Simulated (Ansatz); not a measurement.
**Bands of SiO₂**

```xyz
6
Lattice="4.1801 0.0000 0.0000 0.0000 4.1801 0.0000 0.0000 0.0000 2.6678" Properties=species:S:1:pos:R:3 pbc="T T T"
Si    0.0000    0.0000    0.0000
Si    2.0901    2.0901    1.3339
O     1.2820    1.2820    0.0000
O     0.8080    3.3721    1.3339
O     2.8981    2.8981    0.0000
O     3.3721    0.8080    1.3339
```

Atom numbers follow the list: Si1, Si2, O3, O4, O5, O6.

The cell is COD entry 9001276, as deposited and not checked against the literature; nothing was relaxed.

These are results of Ansatz 0.2.0, DFT, PBEsol, all-electron LAPW, scalar-relativistic, not measurements.

The runs use a Γ-centred 6×6×9 k mesh, Fermi–Dirac smearing of 0.03 eV, basis error target 1 meV/atom, no spin polarisation.

Points in fractions of the reciprocal vectors of this cell: Γ (0, 0, 0), X (0, 0.5, 0), M (0.5, 0.5, 0), Z (0, 0, 0.5), R (0, 0.5, 0.5), A (0.5, 0.5, 0.5). The path joins them by straight lines in the order Γ–X–M–Γ–Z–R–A–Z–X; legs that retrace an earlier one aren't tabulated. Energies are in eV from the top of the valence band.

(1) List the levels at A between -8 and 6 eV.

(2) List the levels at R between -8 and 6 eV.

(3) List the levels at Z between -8 and 6 eV.

(4) What is the band gap?

## Answers

(1) -4.57 (×2), -4.47 (×2), -1.80 (×2), -1.56 (×2).

(2) -6.59 (×2), -4.00 (×2), -2.30 (×2), -1.78 (×2).

(3) -6.98 (×2), -6.32 (×2), -4.61 (×2), -3.12 (×2), -2.72 (×2).

(4) 5.59 eV, direct at Γ.
